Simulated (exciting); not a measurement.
## CdTe: real-space fields with PW91

CdTe:

```
CELL_PARAMETERS angstrom
0.00000 4.59220 0.00000
-3.74952 2.29610 1.32565
0.00000 2.29610 3.97696
ATOMIC_POSITIONS crystal
Te 0.75000 0.75000 0.75000
Cd 0.00000 0.00000 0.00000
```

The cell isn't the ideal one: volume scaled by 1.04.

```
Program                                  : exciting (release sodium)
Task                                     : real-space fields
Functional                               : PW91
Potentials or basis                      : all-electron LAPW+lo, shipped species files, valence relativity iora*
rgkmax                                   : 8
k mesh                                   : 5 × 5 × 5
Occupations                              : fermi-dirac, width 0.136 eV
Spin                                     : collinear spin, ferromagnetic start
outputlevel                              : normal
reducebf                                 : 0.5
gmaxvr (cutoff of density and potential) : 14 1/bohr
lmaxapw (and lmaxmat)                    : 10
lmaxvr                                   : 8
nempty                                   : 20
Valence relativity                       : iora*
epsengy                                  : 1e-05 Ha
epspot                                   : 1e-05 Ha
maxscl                                   : 90
Muffin-tin radii                         : Te 2.3, Cd 2.3 bohr
```

| Item | Value |
| --- | --- |
| Band gap on the k mesh | 0.69 eV, direct |
| Net moment | 0.00 μB per cell |
| All electrons inside the program's atomic spheres | Te 49.07; Cd 45.98 (radii Te 2.3, Cd 2.3 bohr) |

Levels at points of the mesh, in eV from the valence-band top:
Spin up:
```csv
k point,band 13,band 14,band 15,band 16,band 17,band 18,band 19,band 20,band 21,band 22
"(0.00, 0.00, 0.00)",-8.04,-8.04,0.00,0.00,0.00,0.69,4.61,4.61,4.61,7.44
```
Spin down:
```csv
k point,band 14,band 15,band 16,band 17,band 18,band 19,band 20,band 21
"(0.00, 0.00, 0.00)",-8.04,0.00,0.00,0.00,0.69,4.61,4.61,4.61
```

Run time: 2.8 min on 1 thread of Arm Neoverse V1, on a shared host, peak memory 0.19 GiB.

Caveat: spin-orbit coupling is left out, which moves the levels of the heavy elements.
